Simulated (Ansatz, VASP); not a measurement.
# One calculation of YbH3, two programs

```xyz
4
Lattice="0.0000 2.6050 2.6050 2.6050 0.0000 2.6050 2.6050 2.6050 0.0000" Properties=species:S:1:pos:R:3 pbc="T T T"
Yb    0.0000    0.0000    0.0000
H     3.9075    3.9075    3.9075
H     1.3025    1.3025    1.3025
H     2.6050    2.6050    2.6050
```

Alike in both runs: task relaxation of cell and atoms; functional PBE; k mesh 6 × 6 × 6; occupations gaussian, width 0.1 eV; no spin polarisation.

|  | VASP | Ansatz |
| --- | --- | --- |
| version | VASP 6.6.1 | Ansatz 0.2.0 |
| potentials or method | VASP PAW PBE potentials, release 64 (Yb, H) | scalar-relativistic, plane waves, PAW |
| plane-wave cutoff (eV) | 600 | 420 |
| valence electrons in the cell | 27 | 27 |

|  | VASP | Ansatz | Ansatz less VASP |
| --- | --- | --- | --- |
| gap on the k mesh at the Fermi level, each at its own relaxed structure (eV) | none | none | - |
| relaxed volume (Å³/atom) | 8.20 | 8.20 | -0.002 |
| relaxed cell length with the largest relative difference (Å) | 3.593 | 3.593 | -0.0003 |
| energy change over the relaxation (meV/atom) | -11 | -11 | -0.1 |

A gap of «none» marks a metal or a gap that the smearing closes.

Caveats: without U or exact exchange the open f shell lies at the Fermi level, which spoils levels, moments and volumes. The runs have no spin-orbit coupling, so splittings on Yb are missing. Spin polarisation is off, so any magnetic state and its effect on volume and gap are missing.
